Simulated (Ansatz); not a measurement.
The system is MgO.

```
CELL_PARAMETERS angstrom
2.93802 0.00000 0.00000
-1.46901 2.54440 0.00000
0.00000 0.00000 2.67968
ATOMIC_POSITIONS crystal
Mg 0.00000 0.00000 0.00000
O 0.33333 0.66667 0.50000
```

Measurements of this composition are mostly on another form, of space group No. 225.

Program: Ansatz 0.2.0. Alike in all runs: task band structure; potentials or basis Ansatz PAW; no spin polarisation; cell as given; k mesh 5 × 5 × 5; smearing fermi-dirac 0.05 eV; the mesh is coarse, so values aren't converged.

**Question.** Order these runs on this cell by their pressure, lowest first.
A. level HSE03; cutoff (eV) 420
B. level HSEsol; cutoff (eV) 420
C. level B3LYP; cutoff (eV) 420
D. level r2SCAN50; cutoff (eV) 500

**Answer.** D (-11.8 GPa), B (-8.4 GPa), A (-5.5 GPa), C (-3.4 GPa).

Caveats: all runs use coarse meshes; the PAW data sets come from PBE, with cores solved anew for the run's functional, which leaves a small shift of forces and pressure; the thresholds are loose for stress.
